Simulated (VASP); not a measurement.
Here is a VASP 6.6.1 calculation.

The input POSCAR:

```
Cl
1.0
   -1.7261087985      1.7261087985      1.7261087985
    1.7261087985     -1.7261087985      1.7261087985
    1.7261087985      1.7261087985     -1.7261087985
Cl
1
Direct
    0.0000000000      0.0000000000      0.0000000000
```

File INCAR.step1:

```
SYSTEM = Cl
  ALGO = Normal
  EDIFF = 1E-4
  ENCUT = 520
  GGA = PE
  ISMEAR = 0
  LASPH = .TRUE.
  LCHARG = .FALSE.
  LREAL = .FALSE.
  LWAVE = .TRUE.
  NBANDS = 10
  NELM = 100
  PREC = Accurate
  SIGMA = 0.1
```

The input INCAR.step2:

```
SYSTEM = Cl
  ALGO = Normal
  EDIFF = 1E-6
  ENCUT = 520
  ISIF = 2
  ISMEAR = 0
  ISTART = 1
  LASPH = .TRUE.
  LCHARG = .FALSE.
  LMIXTAU = .TRUE.
  LREAL = .FALSE.
  LWAVE = .FALSE.
  METAGGA = R2SCAN
  NBANDS = 10
  NELM = 100
  PREC = Accurate
  SIGMA = 0.1
```

KPOINTS

```
k-points
0
G
  6 6 6
  0 0 0
```

Potentials or basis: VASP PAW PBE potentials, release 64 (Cl).

Launch:

```console
$ cat potpaw_PBE.64/Cl/POTCAR > POTCAR
$ cp INCAR.step1 INCAR
$ mpirun -np 1 vasp_std > vasp.out
$ cp INCAR.step2 INCAR
$ mpirun -np 1 vasp_std > vasp.out
```

(1) What does it give for the band gap on the k mesh?

(2) Estimate the pressure.

Answers

(1) none (metal or under the smearing width).

(2) -0.2 GPa.

Caveat: the k mesh is coarse (spacing up to 0.43 Å⁻¹), so the values aren't converged; the PAW data sets were made with another functional, which shifts forces and pressure a little; an odd number of electrons without spin polarisation forces a metal; a magnetic or distorted state may lie lower.
